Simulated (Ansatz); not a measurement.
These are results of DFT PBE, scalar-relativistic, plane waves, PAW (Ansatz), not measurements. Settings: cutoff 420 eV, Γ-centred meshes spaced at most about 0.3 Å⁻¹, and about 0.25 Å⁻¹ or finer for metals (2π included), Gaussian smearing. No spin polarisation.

Each guess is relaxed in cell and atoms at zero pressure, on a coarse mesh first where it starts far from rest and then on a converged one. The steps can't lower the symmetry of the start, but it can rise. Energies are static (0 K, no zero-point motion).

Two unrelaxed guesses for Cd4Te:

A.

```
CELL_PARAMETERS angstrom
-3.17210 3.17210 3.17210
3.17210 -3.17210 3.17210
3.17210 3.17210 -3.17210
ATOMIC_POSITIONS crystal
Cd 0.00000 0.00000 0.50000
Cd 0.00000 0.50000 0.00000
Cd 0.50000 0.00000 0.00000
Cd 0.50000 0.50000 0.50000
Te 0.00000 0.00000 0.00000
```

B.

```
CELL_PARAMETERS angstrom
-3.58427 3.58427 2.23458
3.58427 -3.58427 2.23458
3.58427 3.58427 -2.23458
ATOMIC_POSITIONS crystal
Cd 0.40000 0.20000 0.60000
Cd 0.20000 0.60000 0.80000
Cd 0.60000 0.80000 0.40000
Cd 0.80000 0.40000 0.20000
Te 0.00000 0.00000 0.00000
```

Task: Which guess leads to the lower structure, and by how much?

Result: B ends lower, by 247 meV/atom. A: Im-3m at 25.5 Å³/atom → Im-3m at 33.7 Å³/atom; B: I4/m at 23.0 Å³/atom → I4/m at 25.3 Å³/atom. Counting Cd atoms around Te (those within 1.25 times the shortest such distance or 1.15 times the sum of covalent radii), the end of A has Te 8 and the end of B has Te 12. End of A. Conventional cell: a = 6.958 Å. Cd has 2 Te at 3.01 Å and 6 Cd at 3.48 Å; around Te lie 8 Cd at 3.01 Å. End of B. Conventional cell: a = 7.608 Å, c = 4.377 Å. Cd is surrounded by 7 Cd at 3.19–3.29 Å, 3 Te at 3.30–3.37 Å and 2 Cd at 3.50 Å; around Te lie 12 Cd at 3.30–3.37 Å.

Ends held by symmetry can be saddle points. Even the lowest of the cells shown lies +0.06 eV/atom against the elements. These runs have no spin–orbit coupling, which can matter for Te. Some types were kept out of the candidates beforehand, so the set may lack a known form.
